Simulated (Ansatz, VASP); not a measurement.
**Two plane-wave programs on Cu3O2**

```
CELL_PARAMETERS angstrom
-2.02298 2.02298 3.67362
2.02298 -2.02298 3.67362
2.02298 2.02298 -3.67362
ATOMIC_POSITIONS crystal
Cu 0.00000 0.00000 0.00000
Cu 0.75000 0.25000 0.50000
Cu 0.25000 0.75000 0.50000
O 0.50000 0.00000 0.50000
O 0.00000 0.50000 0.50000
```

The cell comes from a database or a generator and needn't be the stable form of this composition.

Alike in both runs: functional LDA; k mesh 9 × 9 × 9; occupations fermi-dirac, width 0.05 eV; no spin polarisation.

```csv
,VASP,Ansatz
version,VASP 6.6.1,Ansatz 0.2.0
potentials or method,"VASP PAW LDA potentials, release 64 (Cu, O)",Ansatz PAW
plane-wave cutoff (eV),520,420
valence electrons in the cell,45,69
task,single point,band structure
```

|  | VASP | Ansatz | Ansatz less VASP |
| --- | --- | --- | --- |
| gap on the k mesh at the Fermi level (eV) | none | none | - |
| pressure (GPa) | -10.8 | -11.8 | -1.02 |
| largest component of the traceless stress (GPa) | 4.65 | 5.56 | +0.912 |

A gap of «none» marks a metal or a gap that the smearing closes. The two sets of potentials don't hold the same shells in valence.

Caveats: an odd number of electrons without spin polarisation forces a metal; a magnetic or distorted state may lie lower; the run has no spin polarisation, though such a crystal can be magnetic; semilocal functionals often make such compounds metallic where correlation or magnetic order opens a gap, which also shifts bond lengths; the pressure holds a Pulay correction of +0.6 GPa for the finite cutoff (Ansatz); the PAW data sets come from PBE, with cores solved anew for the run's functional, which leaves a small shift of forces and pressure (Ansatz).
